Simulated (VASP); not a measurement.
# ZnS (Sphalerite): lattice, stiffness and zone-centre modes, part 2 of 2

What lattice, stiffness and vibrations does ZnS (Sphalerite) have at one level of theory? The starting structure is a measured crystal structure from the Crystallography Open Database. All runs use LDA.

VASP 6.6.1.

So far. Step 3 (Elastic constants): The elastic tensor has C11 = 116.5, C12 = 71.3, C44 = 51.8 GPa; its Hill averages are a bulk modulus of 86.3 and a shear modulus of 37.2 GPa. Step 4 (Modes of the relaxed cell): The zone-centre modes at 18.630 Å³ an atom are T2 291.6 cm⁻¹.

**5. Modes at 0.97 of that volume (continued)**

Level of this step: LDA; plane waves and PAW (Zn, S) (VASP).

Parts of OUTCAR (step 5):

```text
  Total        0.6333003      0.6333003      0.6333003      0.0000000      0.0000000      0.0000000
  in kB       28.0740486     28.0740486     28.0740486      0.0000000      0.0000000      0.0000000
  external PRESSURE =      28.0740486 kB  Pullay stress =       0.0000000 kB

 POSITION                                       TOTAL-FORCE (eV/Angst)
 -----------------------------------------------------------------------------------
      0.00000      0.00000      0.00000         0.000000      0.000000      0.000000
      3.93628      3.93628      3.93628        -0.000000     -0.000000     -0.000000
 -----------------------------------------------------------------------------------
    total drift:                               -0.000001     -0.000001     -0.000001

 MACROSCOPIC STATIC DIELECTRIC TENSOR (including local field effects in DFT)
 ------------------------------------------------------
           6.111132     0.000000     0.000000
          -0.000000     6.111132     0.000000
           0.000000    -0.000000     6.111132
 ------------------------------------------------------

 MACROSCOPIC STATIC DIELECTRIC TENSOR IONIC CONTRIBUTION
 ------------------------------------------------------
           2.365607     0.000000     0.000000
           0.000000     2.365607     0.000000
           0.000000     0.000000     2.365607
 ------------------------------------------------------

[... 1 part as in an earlier step ...]

[... 1 further part left out ...]
```

The zone-centre modes at 18.071 Å³ an atom are T2 306.2 cm⁻¹.

**6. Modes at 1.03 of that volume**

Shape and positions were first relaxed at this volume, in a run that isn't shown.

INCAR

```
SYSTEM = ZnS
PREC = Accurate
ENCUT = 500
EDIFF = 1E-08
NELM = 100
ISMEAR = 0
SIGMA = 0.03
LREAL = .FALSE.
ALGO = Normal
GGA = CA
NBANDS = 15
LORBIT = 11
LWAVE = .FALSE.
LCHARG = .FALSE.
KPAR = 4
IBRION = 8
LEPSILON = .TRUE.
LPEAD = .TRUE.
ISIF = 2
```

POSCAR

```
ZnS
1.0
    0.0000000000      2.6772169490      2.6772169490
    2.6772169490      0.0000000000      2.6772169490
    2.6772169490      2.6772169490      0.0000000000
Zn S
1 1
Direct
    0.0000000000      0.0000000000      0.0000000000
    0.7500000000      0.7500000000      0.7500000000
```

KPOINTS

```
Automatic mesh
0
Gamma
14 14 14
0 0 0
```

Potentials, in the order of the species: Zn and S (LDA family, release 64).

Launch:

```bash
$ mpirun -np 4 vasp_std
```

Output:

```text
[... set-up lines as in an earlier step ...]
 entering main loop
       N       E                     dE             d eps       ncg     rms          rms(c)
DAV:   1     0.863212515192E+02    0.86321E+02   -0.89532E+03  3120   0.143E+03
DAV:   2    -0.292680825308E+01   -0.89248E+02   -0.84146E+02  3477   0.265E+02
DAV:   3    -0.856672813830E+01   -0.56399E+01   -0.56146E+01  3918   0.666E+01
DAV:   4    -0.862959484203E+01   -0.62867E-01   -0.62852E-01  3785   0.729E+00
[...]
DAV:  12    -0.819957952848E+01   -0.11094E-06   -0.93085E-07  3764   0.720E-03    0.164E-03
DAV:  13    -0.819957951179E+01    0.16688E-07   -0.40568E-08  4625   0.328E-03    0.452E-04
DAV:  14    -0.819957951246E+01   -0.66871E-09   -0.70443E-09  2253   0.675E-04
   1 F= -.81995795E+01 E0= -.81995795E+01  d E =-.234863E-16
 Linear response reoptimize wavefunctions to high precision
DAV:   1    -0.819957951259E+01   -0.13347E-09   -0.85779E-10  2652   0.246E-04
DAV:   2    -0.819957951263E+01   -0.35243E-10   -0.93540E-11  1924   0.829E-05
 Linear response to external field (no local field effect), progress :
[...]
RMM:  10    -0.210159714661E+00   -0.15701E-08    0.65627E-11 25944   0.272E-05    0.133E-06
 first order change of Fermi-energy  -0.37436E-04
 force on displaced ion       1 direction 1 :  -6.071  -0.000  -0.000
 Born effective charge ion    1 direction 1 :   1.954   0.000   0.000
 Linear response progress:
  Degree of freedom:   2/  2
       N       E                     dE             d eps       ncg     rms          rms(c)
RMM:   1    -0.105334938868E+00   -0.10533E+00    0.50384E-02 32047   0.225E+00
RMM:   2    -0.103096892823E+00    0.22380E-02   -0.48104E-03 20686   0.658E-01    0.168E-01
RMM:   3    -0.103459768157E+00   -0.36288E-03   -0.32795E-04 22373   0.146E-01    0.831E-02
RMM:   4    -0.103832244586E+00   -0.37248E-03   -0.55825E-05 22670   0.526E-02    0.161E-02
[...]
RMM:  12    -0.103834030342E+00    0.50045E-07    0.22092E-09 20188   0.152E-05    0.294E-07
RMM:  13    -0.103834053688E+00   -0.23346E-07    0.79476E-10 12806   0.123E-05    0.219E-07
RMM:  14    -0.103834057079E+00   -0.33911E-08    0.63412E-09  9165   0.116E-05    0.374E-08
 first order change of Fermi-energy   0.23245E-03
 force on displaced ion       2 direction 1 :  -6.036   0.000   0.000
 Born effective charge ion    2 direction 1 :  -1.954   0.000   0.000
 Born effective charges drift removed
 Linear response finished
```

Run time: 5 min. Hardware: 4 MPI ranks of Intel Xeon 6975P-C (Granite Rapids), shared host; peak memory 3.1 GiB; 19 min of CPU time.

Parts of OUTCAR (step 6):

```text
  Total       -0.5749390     -0.5749390     -0.5749390     -0.0000000      0.0000000      0.0000000
  in kB      -24.0022334    -24.0022334    -24.0022334     -0.0000000      0.0000000      0.0000000
  external PRESSURE =     -24.0022334 kB  Pullay stress =       0.0000000 kB

 POSITION                                       TOTAL-FORCE (eV/Angst)
 -----------------------------------------------------------------------------------
      0.00000      0.00000      0.00000         0.000000      0.000000      0.000000
      4.01583      4.01583      4.01583        -0.000000     -0.000000     -0.000000
 -----------------------------------------------------------------------------------
    total drift:                               -0.000001     -0.000001     -0.000001

 MACROSCOPIC STATIC DIELECTRIC TENSOR (including local field effects in DFT)
 ------------------------------------------------------
           6.134597    -0.000000    -0.000000
          -0.000000     6.134597    -0.000000
           0.000000     0.000000     6.134597
 ------------------------------------------------------

 MACROSCOPIC STATIC DIELECTRIC TENSOR IONIC CONTRIBUTION
 ------------------------------------------------------
           2.973711     0.000000     0.000000
           0.000000     2.973711    -0.000000
           0.000000    -0.000000     2.973711
 ------------------------------------------------------

[... 1 part as in an earlier step ...]

[... 1 further part left out ...]
```

The zone-centre modes at 19.189 Å³ an atom are T2 276.5 cm⁻¹.

**7. All runs side by side**

| run | volume (Å³/atom) | T2 | core minutes |
| --- | --- | --- | --- |
| relaxation | 18.63 | - | 0.267 |
| elastic constants | 18.63 | - | 7.47 |
| modes of the relaxed cell | 18.63 | 291.6 | 19.1 |
| modes at 0.97 of that volume | 18.071 | 306.2 | 20.1 |
| modes at 1.03 of that volume | 19.189 | 276.5 | 20.1 |

Modes are in cm⁻¹, degenerate ones as one, matched by symmetry and order. A number in brackets counts the listed modes of one symmetry from the lowest. The symmetry labels come from an automatic analysis and can be wrong where levels nearly coincide. Core minutes are wall time times ranks of the run shown, on a shared host.

**8. Results**

| Quantity | Value |
| --- | --- |
| relaxed volume | 18.63 Å³/atom |
| bulk modulus from two volumes | 85.9 GPa |
| Hill shear modulus | 37.2 GPa |
| mode T2 | 291.6 cm⁻¹ |
| Grüneisen parameter of T2 | 1.70 |

In words: At the LDA level ZnS (Sphalerite) relaxes to 18.63 Å³ an atom. The bulk modulus is 85.9 GPa from the pressures at two volumes and 86.3 GPa as the Hill average of the elastic tensor, so the two routes agree. The mode Grüneisen parameters, from the cells at 0.97 and 1.03 of the volume, come to 1.70 (T2). The dielectric constants and Born charges in the logs aren't compared here; at a small gap they can be far off, and in a run without a gap they mean nothing. The frequencies are harmonic, and the splitting of polar modes by their long-range field is left out. All values are for a static lattice. Further runs on this material are not shown.

[Lines on the potential files, build, host, timing and source positions are cut from VASP's logs without a mark.]

[Logs are printed without paths, hosts, clocks, repeated set-up lines and the standing remarks that a program may print on its own settings, such as how far it seeks lower states.]

[Hosts, paths, dates, database ids (printed as entryN), source tags and the programs' standing remarks are cut or masked in the printed files.]
